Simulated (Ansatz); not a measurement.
# Ir: the cost of one run

Computed with Ansatz 0.2.0 (DFT PBE, scalar-relativistic, plane waves, PAW, unless a step's input says otherwise).

The COD entry's cell or inner coordinates are ideal or old and differ from later refinements, so a difference from it is no clean test against experiment.

4 further runs of the same task are left out: 4 set aside as unsound or not needed.

## (1) The system as given

The structure is cubic, space group Fm-3m (No. 225). Conventional cell: a = 3.871 Å, b = 3.871 Å, c = 3.871 Å, α = 90.00°, β = 90.00°, γ = 90.00°. Around Ir (site symmetry m-3m) lie 12 Ir at 2.74 Å.

Structure file:

```cif
data_structure
_symmetry_space_group_name_H-M 'Fm-3m'
_symmetry_Int_Tables_number 225
_cell_length_a 3.8707
_cell_length_b 3.8707
_cell_length_c 3.8707
_cell_angle_alpha 90.000
_cell_angle_beta 90.000
_cell_angle_gamma 90.000
_cell_volume 57.99
loop_
_atom_site_label
_atom_site_type_symbol
_atom_site_symmetry_multiplicity
_atom_site_Wyckoff_symbol
_atom_site_fract_x
_atom_site_fract_y
_atom_site_fract_z
_atom_site_occupancy
Ir1 Ir 4 a 0.00000 0.00000 0.00000 1
```

This cell was relaxed beforehand with the same method: volume 14.50 Å³/atom, gap on the mesh none (metal).

## (2) The flat slab

A (111) slab of 4 planes in a 6×1 cell, the lower planes held; added atoms sit on lattice sites of the next plane. Energies count from bulk atoms, -11935.3185 eV an atom.

The cell holds 24 Ir: a = 16.422 Å, b = 2.737 Å, c = 20.939 Å, α = 90.00°, β = 90.00°, γ = 120.00°.

## (3) The relaxation run

input.yaml reads:

```yaml
crystal:
  lattice:
    - [16.4218237492, 0.0, 0.0]
    - [-1.3684853124, 2.3702860905, 0.0]
    - [0.0, 0.0, 20.9389086292]
  atoms:
    - { symbol: Ir, position: [0.0, 0.0, 0.0716369715] }
    - { symbol: Ir, position: [0.0555555556, 0.6666666667, 0.1783630285] }
    - { symbol: Ir, position: [0.1111111111, 0.3333333333, 0.2850890856] }
    - { symbol: Ir, position: [0.1666666667, 0.0, 0.0716369715] }
    - { symbol: Ir, position: [0.2222222222, 0.6666666667, 0.1783630285] }
    - { symbol: Ir, position: [0.2777777778, 0.3333333333, 0.2850890856] }
    - { symbol: Ir, position: [0.3333333333, 0.0, 0.0716369715] }
    - { symbol: Ir, position: [0.3888888889, 0.6666666667, 0.1783630285] }
    - { symbol: Ir, position: [0.4444444444, 0.3333333333, 0.2850890856] }
    - { symbol: Ir, position: [0.5, 0.0, 0.0716369715] }
    - { symbol: Ir, position: [0.5555555556, 0.6666666667, 0.1783630285] }
    - { symbol: Ir, position: [0.6111111111, 0.3333333333, 0.2850890856] }
    - { symbol: Ir, position: [0.6666666667, 0.0, 0.0716369715] }
    - { symbol: Ir, position: [0.7222222222, 0.6666666667, 0.1783630285] }
    - { symbol: Ir, position: [0.7777777778, 0.3333333333, 0.2850890856] }
    - { symbol: Ir, position: [0.8333333333, 1.0, 0.0716369715] }
    - { symbol: Ir, position: [0.8888888889, 0.6666666667, 0.1783630285] }
    - { symbol: Ir, position: [0.9444444444, 0.3333333333, 0.2850890856] }
    - { symbol: Ir, position: [0.0, 0.0, 0.3918151427] }
    - { symbol: Ir, position: [0.1666666667, 0.0, 0.3918151427] }
    - { symbol: Ir, position: [0.3333333333, 0.0, 0.3918151427] }
    - { symbol: Ir, position: [0.5, 0.0, 0.3918151427] }
    - { symbol: Ir, position: [0.6666666667, 0.0, 0.3918151427] }
    - { symbol: Ir, position: [0.8333333333, 0.0, 0.3918151427] }
basis:
  ecutwfc: 420
kpoints:
  mp_grid: { grid: [2, 12, 1] }
hamiltonian:
  xc: pbe
scf:
  occupations: { method: gaussian, width: 0.1 }
output:
  forces: true
  eigenvalues: true
  populations: true
  write_density: true
  write_potential: true
  elf: true
  volumetric_format: npy
relax:
  adjacent_minimum: "off"
  f_tol: 0.02
  max_steps: 45
  constraints: [{ sites: [0, 1, 3, 4, 6, 7, 9, 10, 12, 13, 15, 16] }]
efield:
  axis: 3
  dipole_correction: true
  ramp_width: 0.04
```

Launch:

```
> ansatz run input.yaml --threads 4 --pin off --max-ram 9216MiB --backend cpu --events-out ev --progress --plain --runs-dir out
```

**Question.** How long does this run take on 4 threads of Intel Xeon 6975P-C (Granite Rapids), shared host, and how much memory does it need?

About 3 min, with a peak of 4.3 GiB.
